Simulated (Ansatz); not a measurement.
**TiO: convergence and cost**

This session on TiO sets out to see how the k-point mesh shifted by half a step moves the results.

Computed with Ansatz 0.2.0 (DFT r2SCAN, scalar-relativistic, plane waves, PAW, unless a step's input says otherwise).

### Step 1. The structure to begin with

It takes space group P-6m2 (No. 187, hexagonal). Conventional cell: a = 3.031 Å, b = 3.031 Å, c = 3.238 Å, α = 90.00°, β = 90.00°, γ = 120.00°. Ti (site symmetry -6m2) is surrounded by 6 O at 2.38 Å. O (site symmetry -6m2) is surrounded by 6 Ti at 2.38 Å.

Structure file:

```xyz
2
Lattice="3.0310 0.0000 0.0000 -1.5155 2.6249 0.0000 0.0000 0.0000 3.2377" Properties=species:S:1:pos:R:3 pbc="T T T"
Ti    1.5155    0.8750    0.0000
O     0.0000    0.0000    1.6188
```

Source of the structure: the Crystallography Open Database. It is taken as it stands there.

### Step 2. The base input

input.yaml reads:

```yaml
crystal:
  lattice:
    - [3.0309987015, 0.0, 0.0]
    - [-1.5154993507, 2.6249218743, 0.0]
    - [0.0, 0.0, 3.2377]
  atoms:
    - { symbol: Ti, position: [0.6666666667, 0.3333333333, 0.0] }
    - { symbol: O, position: [0.0, 0.0, 0.5] }
basis:
  ecutwfc: 500
kpoints:
  mp_grid: { grid: [12, 12, 12] }
hamiltonian:
  xc: r2scan
scf:
  occupations: { method: gaussian, width: 0.01 }
output:
  forces: true
  stress: true
  eigenvalues: true
  populations: true
```

It was run beforehand and gave: -1537.3326 eV/atom at zero smearing, pressure -39.62 GPa, largest force 0.000 eV/Å, gap on the mesh 0.17 eV, in 8 SCF cycles and 8.6 s.

### Step 3. K-point mesh shifted by half a step set to 6×6×6

input.yaml reads:

```yaml
crystal:
  lattice:
    - [3.0309987015, 0.0, 0.0]
    - [-1.5154993507, 2.6249218743, 0.0]
    - [0.0, 0.0, 3.2377]
  atoms:
    - { symbol: Ti, position: [0.6666666667, 0.3333333333, 0.0] }
    - { symbol: O, position: [0.0, 0.0, 0.5] }
basis:
  ecutwfc: 500
kpoints:
  mp_grid: { grid: [6, 6, 6], shift: [0.5, 0.5, 0.5] }
hamiltonian:
  xc: r2scan
scf:
  occupations: { method: gaussian, width: 0.01 }
output:
  forces: true
  stress: true
  eigenvalues: true
```

Started as:

```bash
$ ansatz run input.yaml --threads 1 --pin off --max-ram 2560MiB --backend cpu --events-out ev --progress --plain --runs-dir out
```

### Step 4. K-point mesh shifted by half a step set to 12×12×8

Changes to input.yaml since step 3:

```diff
@@ -11,3 +11,3 @@
 kpoints:
-  mp_grid: { grid: [6, 6, 6], shift: [0.5, 0.5, 0.5] }
+  mp_grid: { grid: [12, 12, 8], shift: [0.5, 0.5, 0.5] }
 hamiltonian:
```

### Step 5. K-point mesh shifted by half a step set to 12×12×10

Changes to input.yaml since step 4:

```diff
@@ -11,3 +11,3 @@
 kpoints:
-  mp_grid: { grid: [12, 12, 8], shift: [0.5, 0.5, 0.5] }
+  mp_grid: { grid: [12, 12, 10], shift: [0.5, 0.5, 0.5] }
 hamiltonian:
```

(Steps that only read results are left out.)

Q: Predict the outcome of the series: the values and the trend.

**Answer**, as computed:

| quantity | value |
| --- | --- |
| largest energy shift, k-point mesh shifted by half a step | 0.31 meV/atom at 6×6×6 |

**Reading.** The densest shifted mesh lands 0.02 meV/atom from the base run. The shift lowers the symmetry that the mesh keeps. The listed cell is far from this method's equilibrium (-39.6 GPa, forces up to 0.00 eV/Å), so its values are not those of the relaxed crystal.
